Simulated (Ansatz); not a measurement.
RbCl:

```
Rb Cl
1.0
     0.00000    3.27400    3.27400
     3.27400    0.00000    3.27400
     3.27400    3.27400    0.00000
Rb Cl
1 1
Direct
  0.00000 0.00000 0.00000
  0.50000 0.50000 0.50000
```

Below is the output of Ansatz 0.2.0 for this cell. Logs are shortened: lines on timing, memory, paths and dates and some standing lists are left out, and cuts for length are marked.

```text
Warning: RAYON_NUM_THREADS=1 ignored (pool sized by the plan → 1); use --threads N
LAPW: plane waves up to 5.838 Å⁻¹, error target 1.0e-3 eV per atom; small_component_spin mean_spin; Cl in spheres of 1.610 Å, 13 of its electrons in bands, Dirac shells []; Rb in spheres of 1.664 Å, 25 of its electrons in bands, Dirac shells [] (how accurate: hamiltonian.pseudopotentials.lapw.basis_error, Limitations)
Engine: ansatz 0.2.0, aarch64-unknown-linux-gnu
Pseudopotentials: kind: all_electron
Pseudopotential: Rb, LAPW, valence charge 25, lapw/all_electron/scalar/gaussian/Rb, Koelling and Harmon's equation, gaussian nucleus
Pseudopotential: Cl, LAPW, valence charge 13, lapw/all_electron/scalar/gaussian/Cl, Koelling and Harmon's equation, gaussian nucleus
Functional definition: PBE
  parameter kappa = 0.804
  parameter beta = 0.06672455060314922
  exchange = pbe_x(kappa = kappa, mu = beta*pi^2/3)
  correlation = pbe_c(beta = beta)
Crystal: 2 atoms, lattice volume = 70.189 Å³
Basis set: ecut = 129.8670849169404 eV, 259 PW (Γ), exchange–correlation at level 2
Bands: 23, of which v1, the nominal top of the filled ones, is band 19 counted from 1 (18 counted from 0)
Symmetry: 48 space group operations
Space group: Fm-3m (ITA 225), of the structure as read, at distance tolerance 4.1e-5 Å
k-points: 20 of 343
Non-local potential: Rb, projectors of the file, none
Non-local potential: Cl, projectors of the file, none
Initial density: superposition of atomic densities (chi_scale 0.1, normalization cell, long waves kept (reshape's long-wave potential 0.00 eV rms))
Initial wavefunctions: plane waves of lowest kinetic energy (no species holds an atomic orbital)
Functional: x = pbe(κ = 0.804, μ = 0.2195149727645171), c = pbe(β = 0.06672455060314922)
iter 1 solved again at ethr=1.40e-3 eV; its pass at ethr=1.00e-1 eV (dr2=5.34e-1 eV) is discarded
SCF iter   1: F=—  HF=-93684.900246 eV  |F-HF|=—  |Δ(HF+E_count)|=         —  Δρ=1.74e-2  dr2=5.33e-1  ethr=1.40e-3  ⟨swp⟩=2.4  Hψ=2757  notcnv=0
preconditioner: auto → none  [insulator: Δε(μ)=5.903 eV  Ē_g=14.063 eV  σ=0.100 eV  W_gap=1.00  n_scr=14 (ndim 8)  ℏωp=16.6 eV  f_vac=0.190  D(μ)=0.00/eV (n_scr^D=0)  ε∞_Penn≈2.4]
iter 2 solved again at ethr=5.60e-5 eV; its pass at ethr=1.40e-3 eV (dr2=2.13e-2 eV) is discarded
SCF iter   2: F=—  HF=-93684.538754 eV  |F-HF|=—  |Δ(HF+E_count)|=   3.61e-1  Δρ=3.65e-3  dr2=2.13e-2  ethr=5.60e-5  ⟨swp⟩=2.0  Hψ=2405  notcnv=0
SCF iter   3: F=—  HF=-93684.539486 eV  |F-HF|=—  |Δ(HF+E_count)|=         —  Δρ=2.71e-3  dr2=1.27e-2  ethr=5.59e-5  ⟨swp⟩=2.1  Hψ=1494  notcnv=0
the basis was enlarged: its passes take 58.2 KiB over the memory plan, 1 of 1 planned eigensolver slots
SCF iter   4: F=—  HF=-93684.546221 eV  |F-HF|=—  |Δ(HF+E_count)|=   6.74e-3  Δρ=1.15e-3  dr2=2.29e-3  ethr=3.35e-5  ⟨swp⟩=2.2  Hψ=1468  notcnv=0
SCF iter   5: F=—  HF=-93684.547566 eV  |F-HF|=—  |Δ(HF+E_count)|=   1.35e-3  Δρ=2.54e-4  dr2=1.10e-4  ethr=6.04e-6  ⟨swp⟩=3.0  Hψ=1465  notcnv=0
SCF iter   6: F=—  HF=-93684.547679 eV  |F-HF|=—  |Δ(HF+E_count)|=   1.13e-4  Δρ=3.56e-5  dr2=2.00e-6  ethr=2.89e-7  ⟨swp⟩=3.0  Hψ=1456  notcnv=0
SCF iter   7: F=-93684.547652 eV  HF=-93684.547652 eV  |F-HF|=1.85e-8  |Δ(HF+E_count)|=   2.68e-5  Δρ=2.99e-6  dr2=1.48e-8  ethr=5.26e-9  ⟨swp⟩=3.0  Hψ=1545  notcnv=0
SCF 1 converged in 7 iterations: F = -93684.547652 eV  dr2 = 1.48e-8
SCF converged after 7 iterations
Free energy (F): -93684.547652 eV
Harris-Foulkes:  -93684.547652 eV  (|F-HF|=1.85e-8)
Internal energy: -93684.547652 eV  (E = F + TS)
E sigma→0 (E₀):  -93684.547652 eV
Fermi energy:    4.604291 eV
--- Per-component energies (eV) ---
  E_band       = -3392.745917
  E_kinetic    = 96031.372811
  E_xc         = -3513.667425
  E_electrostatic = -186202.253038  (all electrons and nuclei)
  E_smearing   = -0.000000  (= −TS)
  E_closure    = 0.000000  (closes the sum)
  E_atoms      = -93677.926315  (free atoms, spherical and without spin; not in F)
  Σ components = -93684.547652   (vs F -93684.547652, Δ=0.00e0)
  Basis errors (estimates in eV, not in F): energy 3.9e-4 per atom: plane waves 3.4e-4 (1.9e-4 summed), levels above the bands 0.0e0, relativity 6.0e-8, radial functions 4.6e-5, core shells 1.0e-6; eigenvalues (radial functions only) 1.2e-5; not estimated: angular momenta, meshes, grids; target (lapw.basis_error) 1.0e-3; muffin-tin radii Cl 1.610 Å, Rb 1.664 Å
--- Forces (eV/Å), atoms counted from 1 ---
  atom   1  Rb     0.00000000    -0.00000000    -0.00000000
  atom   2  Cl    -0.00000000     0.00000000     0.00000000
  max |Σ_I F_I| component: 3.12e-31 eV/Å
--- Stress (GPa, compression-positive) ---
        1.150394       0.000000      -0.000000
        0.000000       1.150394      -0.000000
       -0.000000      -0.000000       1.150394
  P = ⅓ Tr σ = 1.1504 GPa (11.504 kbar)
--- Band table (eV; the first three rows and the last of 20) ---
  k-point 0: bands = ["-214.5945", "-214.5945", "-214.5945", "-179.8467", "-179.8467", "-179.8467", "-93.7600", "-93.7600", "-93.7600", "-93.7592", "-93.7592", "-21.8082", "-9.9320", "-5.8540", "-5.8540", "-5.8540", "2.0783", "2.0783", "2.0783", "7.1281", "10.0729", "10.0729", "10.0729"]
  k-point 1: bands = ["-214.5945", "-214.5945", "-214.5945", "-179.8467", "-179.8467", "-179.8467", "-93.7600", "-93.7600", "-93.7600", "-93.7592", "-93.7592", "-21.8049", "-9.9449", "-5.8564", "-5.8564", "-5.8481", "1.8774", "2.0083", "2.0083", "7.6017", "9.9334", "10.3299", "10.3299"]
  k-point 2: bands = ["-214.5945", "-214.5945", "-214.5945", "-179.8467", "-179.8467", "-179.8467", "-93.7600", "-93.7600", "-93.7600", "-93.7592", "-93.7592", "-21.7977", "-9.9737", "-5.8616", "-5.8616", "-5.8354", "1.4944", "1.8584", "1.8584", "8.7102", "9.8698", "11.0617", "11.0617"]
  k-point 19: bands = ["-214.5945", "-214.5945", "-214.5945", "-179.8467", "-179.8467", "-179.8467", "-93.7600", "-93.7600", "-93.7600", "-93.7592", "-93.7592", "-21.7863", "-9.9240", "-6.0552", "-5.9978", "-5.8488", "1.6038", "1.8249", "1.8356", "9.4743", "10.1648", "11.4839", "11.6371"]
```

What input gives this log?

Single point with PBE, no spin polarisation. The files as run (others can give the same):

input.yaml
```yaml
crystal:
  lattice:
    - [0.0, 3.274, 3.274]
    - [3.274, 0.0, 3.274]
    - [3.274, 3.274, 0.0]
  atoms:
    - { symbol: Rb, position: [0.0, 0.0, 0.0] }
    - { symbol: Cl, position: [0.5, 0.5, 0.5] }
kpoints:
  mp_grid: { grid: [7, 7, 7] }
scf:
  occupations: { method: gaussian, width: 0.1 }
hamiltonian:
  xc: pbe
  pseudopotentials: { kind: all_electron, lapw: { basis_error: 0.001 } }
output:
  forces: true
  stress: true
  eigenvalues: true
```

Potentials or basis: all-electron LAPW, scalar-relativistic.
Command:
```sh
$ ansatz run input.yaml --threads 1 --pin off --max-ram 3072MiB --backend cpu --events-out ev --progress --plain --runs-dir out
```

Caveat: an odd mesh through Γ misses points on the zone boundary, where band edges often lie.
